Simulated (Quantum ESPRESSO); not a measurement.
Crystal: SrO.

```xyz
2
Lattice="0.0000 2.5663 2.5663 2.5663 0.0000 2.5663 2.5663 2.5663 0.0000" Properties=species:S:1:pos:R:3 pbc="T T T"
Sr    2.5663    2.5663    2.5663
O     0.0000    0.0000    0.0000
```

Base run:

* Program: Quantum ESPRESSO 7.5
* Functional: PBE
* Potentials or basis: PseudoDojo 0.4 FR PBE standard
* Cutoff: 1143 eV
* Density cutoff: 4572 eV
* k mesh: 9 × 9 × 9
* Occupations: fermi-dirac, width 0.05 eV
* Spin: spin-orbit coupling, no magnetisation

Its results: band gap on the k mesh 3.36 eV, indirect (least direct gap 3.42 eV); pressure 3.1 GPa.

The run is repeated on the same cell with these changes: k mesh from 9 × 9 × 9 to 4 × 4 × 4. What comes out?

Band gap on the k mesh 3.29 eV, indirect (least direct gap 3.35 eV); pressure 3.2 GPa.

Caveats: some runs use coarse meshes.

A k mesh can miss the band edges.

Not every run made on this cell is shown here.
